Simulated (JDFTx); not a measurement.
## BAs: equation of state with LDA

**Measured values to compare with.**

“Basic Physical Properties of Cubic Boron Arsenide”, 2019, arxiv:1911.11281 quotes, for a bulk crystal of BAs: bulk modulus 148 GPa.

BAs:

```
As B
1.0
     0.00000    2.38850    2.38850
     2.38850    0.00000    2.38850
     2.38850    2.38850    0.00000
As B
1 1
Direct
  0.75000 0.75000 0.75000
  0.00000 0.00000 0.00000
```

```yaml
Program: JDFTx 1.7.0 (patched build)
Task: equation of state
Functional: LDA
Potentials_or_basis: PseudoDojo-SR-LDA-0.4.1-standard
Cutoff: 1088 eV
Density_cutoff: 8708 eV
k_mesh: 10 × 10 × 10
Occupations: fermi-dirac, width 0.05 eV
Spin: no spin polarisation
Bands: 15
Density_cutoff_over_wavefunction_cutoff: 8
Max_SCF_steps: 100
SCF_threshold_on_the_energy: 1e-09 Ha
Solver_of_the_electrons: scf
```

```
Equilibrium volume                      : 13.25 Å³/atom
Bulk modulus                            : 147 GPa
Pressure derivative of the bulk modulus : 4.1
```

Energy against volume, from the lowest point:
```
volume (Å³/atom)  energy (meV/atom)
          12.809               6.58
          13.081               0.55
          13.354               0.00
          13.626               4.39
          13.899              13.20
          14.171              26.03
          14.444              42.46
```

A measured bulk modulus of BAs is 148 GPa (quoted in “Basic Physical Properties of Cubic Boron Arsenide”, 2019, arxiv:1911.11281); the calculated 147 GPa misses it by -0.8 %. The fit is for a static lattice scaled at fixed shape and fixed fractional positions.

LDA usually gives volumes a few per cent too small.
